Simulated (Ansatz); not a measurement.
# Al3Ru2: tests of the settings

The task, for Al3Ru2: relax the cell with several choices of cutoff.

Method: DFT r2SCAN, scalar-relativistic, plane waves, PAW, in Ansatz 0.2.0.

1 further run of the same task is left out (it didn't finish).

## 1. The starting structure

It takes space group I4/mmm (No. 139, tetragonal). The conventional cell has a = 3.078 Å, b = 3.078 Å, c = 14.286 Å, α = 90.00°, β = 90.00°, γ = 90.00°. Al (site symmetry 4/mmm) has 8 Ru at 2.65 Å and 2 Al at 2.77 Å as nearest neighbours. Around Al (site symmetry 4mm) lie 5 Ru at 2.51 to 2.86 Å and 5 Al at 2.70 to 2.77 Å. Around Ru (site symmetry 4mm) lie 9 Al at 2.51 to 2.86 Å.

As a file:

```
Al Ru
1.0
    -1.53890    1.53890    7.14310
     1.53890   -1.53890    7.14310
     1.53890    1.53890   -7.14310
Al Ru
3 2
Direct
  0.00000 0.00000 0.00000
  0.80618 0.80618 0.00000
  0.19382 0.19382 0.00000
  0.60587 0.60587 0.00000
  0.39413 0.39413 0.00000
```

Source of the structure: the Materials Project (structure only). It is taken as it stands there.

## 2. The base run, which the others are set against

input.yaml reads:

```yaml
crystal:
  lattice:
    - [-1.538900875, 1.538900875, 7.14310203]
    - [1.538900875, -1.538900875, 7.14310203]
    - [1.538900875, 1.538900875, -7.14310203]
  atoms:
    - { symbol: Al, position: [0.0, 0.0, 0.0] }
    - { symbol: Al, position: [0.80618462, 0.80618462, 0.0] }
    - { symbol: Al, position: [0.19381538, 0.19381538, 0.0] }
    - { symbol: Ru, position: [0.60586857, 0.60586857, 0.0] }
    - { symbol: Ru, position: [0.39413143, 0.39413143, 0.0] }
basis:
  ecutwfc: 500
kpoints:
  mp_grid: { grid: [16, 16, 16] }
hamiltonian:
  xc: r2scan
scf:
  occupations: { method: gaussian, width: 0.1 }
output:
  forces: true
  stress: true
  eigenvalues: true
  populations: true
```

Its results, from an earlier run: -2681.2966 eV/atom at zero smearing, pressure -0.22 GPa, largest force 0.009 eV/Å, no gap on the mesh, in 7 SCF cycles and 3 min.

## 3. Relaxing with cutoff 250 eV

input.yaml reads:

```yaml
crystal:
  lattice:
    - [-1.538900875, 1.538900875, 7.14310203]
    - [1.538900875, -1.538900875, 7.14310203]
    - [1.538900875, 1.538900875, -7.14310203]
  atoms:
    - { symbol: Al, position: [0.0, 0.0, 0.0] }
    - { symbol: Al, position: [0.80618462, 0.80618462, 0.0] }
    - { symbol: Al, position: [0.19381538, 0.19381538, 0.0] }
    - { symbol: Ru, position: [0.60586857, 0.60586857, 0.0] }
    - { symbol: Ru, position: [0.39413143, 0.39413143, 0.0] }
basis:
  ecutwfc: 250
kpoints:
  mp_grid: { grid: [16, 16, 16] }
hamiltonian:
  xc: r2scan
scf:
  occupations: { method: gaussian, width: 0.1 }
output:
  forces: true
  stress: true
  eigenvalues: true
relax:
  adjacent_minimum: "off"
  f_tol: 0.01
  max_steps: 60
  cell: { stress_tol: 0.05 }
```

On the command line:

```
ansatz run input.yaml --threads 1 --pin off --max-ram 2560MiB --backend cpu --events-out ev --progress --plain --runs-dir out
```

## 4. Relaxation, cutoff: 650 eV

input.yaml, as its differences from that of step 3:

```diff
@@ -12,3 +12,3 @@
 basis:
-  ecutwfc: 250
+  ecutwfc: 650
 kpoints:
```

(Steps that only read results are left out.)

Q: Predict the outcome of the series: the values and the trend.

As calculated:

| quantity | value |
| --- | --- |
| relaxed volume by cutoff (Å³/atom) | 250: 13.46; 500: 13.52; 650: 13.52 |

**Reading.** The relaxed volumes span 0.4 %. From 250 eV on the volume holds to 0.5 %, at 1.1 of the time of the best run. In some runs cutoff or mesh lie under the advised values, so their numbers carry a basis error.
